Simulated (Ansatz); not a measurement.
A Si vacancy next to a Si vacancy in diamond Si, 62 atoms, charge −1

All numbers come from Ansatz (PAW, plane waves, no spin–orbit coupling) at the single k point (¼, ¼, ¼) without its symmetry partners. The atoms were relaxed with PBEsol in a fixed cell; other functionals are single points on those atoms unless said otherwise. The valence top and gap of the host come from its small cell on a dense mesh, with the band extrema sought between the mesh points, lined up by the mean potential, PBEsol gap 0.46 eV, r²SCAN gap 0.76 eV. The charge correction uses an assumed dielectric constant of 11.7.

Cell: a = 10.866 Å, b = 10.866 Å, c = 10.866 Å, α = 90.00°, β = 90.00°, γ = 90.00°.

Nearest atoms after relaxation, from the placed atom (for vacancies from the middle of the vacant sites): Si at 2.75 Å, Si at 2.75 Å, Si at 2.76 Å, Si at 2.76 Å, Si at 2.83 Å, Si at 2.84 Å.

Chemical potentials μ are those of reference phases of the elements at zero temperature by the same functional (the usual solids, diamond for C, grey Sn, and the molecules H2, N2, O2, F2, Cl2, Br2 and S8).

```csv
functional,E(defect) − E(host) − Σ nμ + q·E_VBM (eV),monopole (eV),alignment (eV),formation energy at E_F = VBM (eV),moment (μB),"wall time, shared host"
PBEsol,5.42,0.16,0.22,5.80,3.0,24 s on NVIDIA H100 (relaxation)
```

(1) Estimate the formation energy and moment that r²SCAN gives on these atoms.

(2) How does the monopole term follow by hand for this cubic cell?

r²SCAN one-electron levels near the gap (the ten most localised at most), from the host's valence top, not corrected for the charge's images:

```
level (eV)  spin  filling  atoms sharing it  element of the atom with most weight
      0.05    up     1.00              15.6                                    Si
      0.24    up     1.00              21.0                                spread
      0.27    up     1.00              15.4                                    Si
      0.45    up     0.00              19.6                                spread
      0.79  down     0.00              15.3                                    Si
      0.89  down     0.00              14.0                                    Si
      0.89  down     0.00              20.9                                spread
      0.97  down     0.00              18.5                                    Si
      1.04    up     0.00              61.4                                spread
```

One k point and a cell of this size can leave errors of several tenths of an eV in such numbers.

Results:

(1) 6.25 eV at E_F = VBM (5.87 eV before the monopole term 0.16 eV and the alignment 0.22 eV), moment 3.0 μB.

(2) q²·α·e²/(4πε₀)/(2εL) with the Madelung constant α = 2.837 and e²/4πε₀ = 14.40 eV·Å: 1 × 2.837 × 14.40 / (2 × 11.7 × 10.866) = 0.16 eV.
